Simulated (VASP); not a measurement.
# BaTiO3 (R3m) in VASP: notebook

One crystal, BaTiO3, is run at these levels: PBEsol; tasks: relaxation of shape and atoms at fixed volume.

Everything below comes from runs of VASP 6.6.1. Logs are shortened: lines on timing, memory, paths and dates and some standing lists are left out, and cuts for length are marked.

**1. Starting point**

Symmetry: R3m, No. 160, trigonal system. The conventional cell has a = 5.655 Å, b = 5.655 Å, c = 6.953 Å, α = 90.00°, β = 90.00°, γ = 120.00°. Around Ba (site symmetry 3m) lie 12 O at 2.77 to 2.90 Å. Around Ti (site symmetry 3m) lie 6 O at 1.88 to 2.13 Å. O (site symmetry m) has 2 Ti at 1.88 to 2.13 Å as nearest neighbours.

**2. Relaxation of shape and atoms at fixed volume, PBEsol (a relaxed cell with its volume scaled by 0.96)**

INCAR reads:

```
SYSTEM = BaTiO3
ALGO = Fast
EDIFF = 1E-7
EDIFFG = -0.01
ENCUT = 600
GGA = PS
IBRION = 2
ISIF = 4
ISMEAR = 0
KPAR = 2
LASPH = .True.
LCHARG = .False.
LREAL = .False.
LWAVE = .False.
NELM = 80
NSW = 40
PREC = Accurate
SIGMA = 0.03
```

KPOINTS reads:

```
k-points
0
Gamma
  7 7 7
  0 0 0
```

POSCAR reads:

```
BaTiO3                                  
1.0
    2.7894023375      1.6104621904      2.2863083631
   -2.7894023375      1.6104621904      2.2863083631
    0.0000000000     -3.2209243810      2.2863083631
  Ba              Ti              O             
     1     1     3
Direct
     0.9980254370610444    0.9980254370610444    0.9980254370610444
     0.4859722336824824    0.4859722336824824    0.4859722336824824
     0.5093011343422549    0.5093011343422549    0.0166000605719614
     0.0166000605719614    0.5093011343422549    0.5093011343422549
     0.5093011343422549    0.0166000605719614    0.5093011343422549
```

Potentials or basis: VASP PAW PBE potentials, release 64 (Ba_sv, Ti_sv, O).

The run is started by

```
cat potpaw_PBE.64/Ba_sv/POTCAR potpaw_PBE.64/Ti_sv/POTCAR potpaw_PBE.64/O/POTCAR > POTCAR
mpirun -np 2 vasp_std > vasp.out
```

OUTCAR:

```text
SYSTEM = BaTiO3
   EDIFF = 1E-7
   EDIFFG = -0.01
   ENCUT = 600
   GGA = PS
   IBRION = 2
   ISIF = 4
   ISMEAR = 0
   LASPH = .True.
   LREAL = .False.
   NELM = 80
   NSW = 40
   PREC = Accurate

 ion  position               nearest neighbor table
   1  0.998  0.998  0.998-   3 2.73   4 2.73   5 2.73   3 2.79   3 2.79   4 2.79   5 2.79   5 2.79
                             4 2.79   3 2.86   4 2.86   5 2.86   2 3.35   2 3.39   2 3.39   2 3.39
   2  0.486  0.486  0.486-   4 1.86   5 1.86   3 1.86   5 2.10   4 2.10   3 2.10   1 3.35   1 3.39
                             1 3.39   1 3.39   1 3.45   1 3.45   1 3.45   1 3.51
   3  0.509  0.509  0.017-   2 1.86   2 2.10   1 2.73   1 2.79   1 2.79   1 2.86
   4  0.017  0.509  0.509-   2 1.86   2 2.10   1 2.73   1 2.79   1 2.79   1 2.86
   5  0.509  0.017  0.509-   2 1.86   2 2.10   1 2.73   1 2.79   1 2.79   1 2.86

  LATTYP: Found a trigonal (rhomboedric) cell.
 ALAT       =     3.9498809853
 COS(alpha) =     0.0025657048

  Lattice vectors:

 A1 = (   2.7894023375,   1.6104621904,   2.2863083631)
 A2 = (  -2.7894023375,   1.6104621904,   2.2863083631)
 A3 = (   0.0000000000,  -3.2209243810,   2.2863083631)

Analysis of symmetry for initial positions (statically):
=====================================================================
 Subroutine PRICEL returns:
 Original cell was already a primitive cell.

 Routine SETGRP: Setting up the symmetry group for a
 trigonal (rhombohedral) supercell.

 Subroutine GETGRP returns: Found  6 space group operations
 (whereof  6 operations were pure point group operations)
 out of a pool of 12 trial point group operations.

The static configuration has the point symmetry C_3v.

Analysis of symmetry for dynamics (positions and initial velocities):
=====================================================================
 Subroutine PRICEL returns:
 Original cell was already a primitive cell.

 Routine SETGRP: Setting up the symmetry group for a
 trigonal (rhombohedral) supercell.

 Subroutine GETGRP returns: Found  6 space group operations
 (whereof  6 operations were pure point group operations)
 out of a pool of 12 trial point group operations.

The dynamic configuration has the point symmetry C_3v.

 Subroutine INISYM returns: Found  6 space group operations
 (whereof  6 operations are pure point group operations),
 and found     1 'primitive' translations

----------------------------------------------------------------------------------------

                                     Primitive cell

  volume of cell :      61.6237

  direct lattice vectors                    reciprocal lattice vectors
     2.789402337  1.610462190  2.286308363     0.179249868  0.103489959  0.145795440
    -2.789402337  1.610462190  2.286308363    -0.179249868  0.103489959  0.145795440
     0.000000000 -3.220924381  2.286308363     0.000000000 -0.206979919  0.145795440

  length of vectors
     3.949880985  3.949880985  3.949880985     0.253173847  0.253173847  0.253173847

  position of ions in fractional coordinates (direct lattice)
     0.998025437  0.998025437  0.998025437
     0.485972234  0.485972234  0.485972234
     0.509301134  0.509301134  0.016600061
     0.016600061  0.509301134  0.509301134
     0.509301134  0.016600061  0.509301134

  ion indices of the primitive-cell ions
   primitive index   ion index
                 1           1
                 2           2
                 3           3
                 4           4
                 5           5

----------------------------------------------------------------------------------------

 KPOINTS: k-points

Automatic generation of k-mesh.
 Grid dimensions read from file:
 generate k-points for:    7    7    7

 Generating k-lattice:

  Cartesian coordinates                     Fractional coordinates (reciprocal lattice)
     0.025607124  0.014784280  0.020827920     0.142857143  0.000000000  0.000000000
    -0.025607124  0.014784280  0.020827920     0.000000000  0.142857143  0.000000000
     0.000000000 -0.029568560  0.020827920    -0.000000000 -0.000000000  0.142857143

  Length of vectors
     0.036167692  0.036167692  0.036167692

  Shift w.r.t. Gamma in fractional coordinates (k-lattice)
     0.000000000  0.000000000  0.000000000

 Subroutine IBZKPT returns following result:
 ===========================================

 Found     44 irreducible k-points:

 Following reciprocal coordinates:
            Coordinates               Weight
  0.000000  0.000000  0.000000      1.000000
  0.142857  0.000000  0.000000      6.000000
  0.285714  0.000000  0.000000      6.000000
  0.428571  0.000000  0.000000      6.000000
  0.142857  0.142857  0.000000      6.000000
  0.285714  0.142857  0.000000     12.000000
[... 16 lines left out ...]
  0.285714  0.285714  0.142857      6.000000
  0.428571  0.285714  0.142857     12.000000
 [... further k-points ...]
   k-points           NKPTS =     44   k-points in BZ     NKDIM =     44   number of bands    NBANDS=     24
   number of dos      NEDOS =    301   number of ions     NIONS =      5
   total plane-waves  NPLWV =  32768
   dimension x,y,z NGX =    32 NGY =   32 NGZ =   32
   dimension x,y,z NGXF=    64 NGYF=   64 NGZF=   64
   ions per type =               1   1   3
   NGX,Y,Z   is equivalent  to a cutoff of  13.47, 13.47, 13.47 a.u.
   NGXF,Y,Z  is equivalent  to a cutoff of  26.94, 26.94, 26.94 a.u.
 SYSTEM =  BaTiO3
   PREC   = accura    normal or accurate (medium, high low for compatibility)
   ISTART =      0    job   : 0-new  1-cont  2-samecut
   ICHARG =      2    charge: 1-file 2-atom 10-const
   ISPIN  =      1    spin polarized calculation?
   LNONCOLLINEAR =      F non collinear calculations
   LSORBIT =      F    spin-orbit coupling
   LASPH  =      T    aspherical Exc in radial PAW
   ENCUT  =  600.0 eV  44.10 Ry    6.64 a.u.   7.89  7.89  7.89*2*pi/ulx,y,z
   NELM   =     80;   NELMIN=  2; NELMDL= -5     # of ELM steps
   EDIFF  = 0.1E-06   stopping-criterion for ELM
   LREAL  =      F    real-space projection
   EDIFFG = -.1E-01   stopping-criterion for IOM
   NSW    =     40    number of steps for IOM
   IBRION =      2    ionic relax: 0-MD 1-quasi-New 2-CG
   NFREE  =      1    steps in history (QN), initial steepest desc. (CG)
   ISIF   =      4    stress and relaxation
   ISYM   =      2    0-nonsym 1-usesym 2-fastsym
   POTIM  = 0.5000    time-step for ionic-motion
   TEBEG  =    0.0;   TEEND  =   0.0 temperature during run
   PSTRESS=    0.0 pullay stress
   NELECT =      40.0000    total number of electrons
   NUPDOWN=      -1.0000    fix difference up-down
   EMIN   =  10.00;   EMAX   =-10.00  energy-range for DOS
   EFERMI =   0.00;   METHOD = LEGACY
   ISMEAR =     0;   SIGMA  =   0.03  broadening in eV -4-tet -1-fermi 0-gaus
   EFERMI_NEDOS =   21; number of points for ismear=-14 and -15
   IALGO  =     68    algorithm
   IMIX   =      4    mixing-type and parameters
     AMIX     =   0.40;   BMIX     =  1.00
     AMIX_MAG =   1.60;   BMIX_MAG =  1.00
  volume/ion in A,a.u.               =      12.32        83.17
  Fermi-wavevector in a.u.,A,eV,Ry     =   1.417465  2.678620 27.336909  2.009206
  Thomas-Fermi vector in A             =   2.538692
   LORBIT       =      0    0 simple, 1 ext, 2 COOP (PROOUT), +10 PAW based schemes
   GGA     = PS    functional components
   LHFCALC =     F    Hartree Fock is set to
   AEXX    =    0.0000 exact exchange contribution
   IVDW    =     0    specifies the selected vdW correction
   LEPSILON=     F    determine dielectric tensor
   LRPA    =     F    only Hartree local field effects (RPA)
 conjugate gradient relaxation of ions
 non-spin polarized calculation
 RMM-DIIS sequential band-by-band and
 Gauss-broadening in eV      SIGMA  =   0.03
  energy-cutoff  :      600.00
  volume of cell :       61.62
 maximum number of plane-waves:      2103
   NGX = 15   NGY = 15   NGZ = 15

--------------------------------------- Ionic step        1  -------------------------------------------

 number of electron      40.0000002 magnetization

 Free energy of the ion-electron system (eV)
  ---------------------------------------------------
  ext. energy  EPLUGINS =         0.00000000
  ---------------------------------------------------
  free energy    TOTEN  =       -41.94912162 eV

  energy without entropy =      -41.94912162  energy(sigma->0) =      -41.94912162

------------------------ aborting loop because EDIFF is reached ----------------------------------------

  FORCE on cell =-STRESS in cart. coord.  units (eV):
  Direction    XX          YY          ZZ          XY          YZ          ZX
  --------------------------------------------------------------------------------------
  -------------------------------------------------------------------------------------
  Total        3.0548138      3.0548138      2.8656003      0.0000000     -0.0000000     -0.0000000
  in kB       79.4232365     79.4232365     74.5038040      0.0000000     -0.0000000     -0.0000000
  external PRESSURE =      77.7834257 kB  Pullay stress =       0.0000000 kB
[... 258 lines left out ...]
  energy  without entropy=      -41.9659147111  energy(sigma->0) =      -41.96591471

--------------------------------------- Ionic step        8  -------------------------------------------

 number of electron      40.0000019 magnetization

 Free energy of the ion-electron system (eV)
  ---------------------------------------------------
  ext. energy  EPLUGINS =         0.00000000
  ---------------------------------------------------
  free energy    TOTEN  =       -41.96594866 eV

  energy without entropy =      -41.96594866  energy(sigma->0) =      -41.96594866

 E-fermi :   4.2383     XC(G=0): -11.7229

 val. band max:        3.9168954825   @ k =   0.4286   0.4286   0.4286
 cond. band min:       5.9879743740   @ k =   0.0000   0.0000   0.0000
 fundamental gap:      2.0710788915
 Fermi energy:         4.2382533829

 k-point     1 :       0.0000    0.0000    0.0000
  band No.  band energies     occupation
      1     -52.1034      2.00000
      2     -28.4680      2.00000
      3     -28.4680      2.00000
      4     -28.4649      2.00000
      5     -20.6874      2.00000
      6     -12.8989      2.00000
[... 637 lines left out ...]
     23       7.9204      0.00000
     24       9.6986      0.00000

 [... further k-points ...]

------------------------ aborting loop because EDIFF is reached ----------------------------------------

  FORCE on cell =-STRESS in cart. coord.  units (eV):
  Direction    XX          YY          ZZ          XY          YZ          ZX
  --------------------------------------------------------------------------------------
  -------------------------------------------------------------------------------------
  Total        2.2104597      2.2104597      2.2286253      0.0000000     -0.0000000      0.0000000
  in kB       57.4705596     57.4705597     57.9428543      0.0000000     -0.0000000      0.0000000
  external PRESSURE =      57.6279912 kB  Pullay stress =       0.0000000 kB
[... 20 lines left out ...]
  FREE ENERGIE OF THE ION-ELECTRON SYSTEM (eV)
  ---------------------------------------------------
  free  energy   TOTEN  =       -41.9659486597 eV

  energy  without entropy=      -41.9659486597  energy(sigma->0) =      -41.96594866

 reached required accuracy - stopping structural energy minimisation
```

Wall time 2.4 min (2 MPI ranks of Intel Xeon 6975P-C (Granite Rapids), shared host); peak memory 0.23 GiB.

What came out:

```yaml
Free_energy: -41.9659 eV
Energy_gained_by_relaxing: 3.4 meV/atom
Ionic_steps: 8
Pressure_after_relaxing: 5.8 GPa
Largest_force_after_relaxing: 0.007 eV/Å
Band_gap_on_the_k_mesh: 2.07 eV, indirect (least direct gap 2.21 eV)
```

Forces on the atoms (eV/Å):
```
Ba   0.000  0.000  0.000
Ti   0.000  0.000  0.007
O    0.000 -0.001 -0.002
O    0.001  0.000 -0.002
O   -0.001  0.000 -0.002
```

The path:
| step | energy change (eV) | largest force (eV/Å) | pressure (GPa) |
| --- | --- | --- | --- |
| 1 | 0.0000 | 0.4044 | 7.78 |
| 2 | -0.0128 | 0.1535 | 6.57 |
| 3 | -0.0138 | 0.0971 | 6.16 |
| 4 | -0.0156 | 0.0618 | 6.05 |
| 5 | -0.0165 | 0.0279 | 5.92 |
| 6 | -0.0168 | 0.0114 | 5.82 |
| 7 | -0.0168 | 0.0103 | 5.81 |
| 8 | -0.0168 | 0.0066 | 5.76 |

Final structure:
```
CELL_PARAMETERS angstrom
2.79208 1.61201 2.28193
-2.79208 1.61201 2.28193
0.00000 -3.22402 2.28193
ATOMIC_POSITIONS crystal
Ba 0.00061 0.00061 0.00061
Ti 0.49274 0.49274 0.49274
O 0.50756 0.50756 0.01073
O 0.01073 0.50756 0.50756
O 0.50756 0.01073 0.50756
```

Caveat: the PAW data sets were made with another functional, which shifts forces and pressure a little; spin-orbit coupling is left out, which moves the levels of the heavy elements; an odd mesh through Γ misses points on the zone boundary, where band edges often lie.

(Part 1 of 2 ends here.)
